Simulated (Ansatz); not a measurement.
# Sb: what relativity and spin–orbit coupling change

```
CELL_PARAMETERS angstrom
-1.50500 1.50500 2.48000
1.50500 -1.50500 2.48000
1.50500 1.50500 -2.48000
ATOMIC_POSITIONS crystal
Sb 0.00000 0.00000 0.00000
```

The geometry is COD entry 9013010, unchecked; take it as a test cell.

One fixed cell is solved with PBE by full-potential LAPW in Ansatz 0.2.0 under different relativistic treatments. Pressure is positive in compression.

Numerical set-up: a Γ-centred 19×19×19 k mesh, Fermi–Dirac smearing of 0.05 eV, basis error target 0.25 meV/atom, no spin polarisation.

| setting | P (GPa) | lowest level at Γ above −25 eV, from the valence-band top or, without a gap, the Fermi level (eV) |
| --- | --- | --- |
| scalar-relativistic | ? | -14.57 |
| non-relativistic | 19.98 | ? |
| with spin–orbit coupling | 19.40 | -14.54 |

**Question.** What belongs in the row "non-relativistic", column "lowest level at Γ above −25 eV, from the valence-band top or, without a gap, the Fermi level (eV)"?

**Answer.** -14.03.

**Question.** What belongs in the row "scalar-relativistic", column "P (GPa)"?

**Answer.** 19.25.
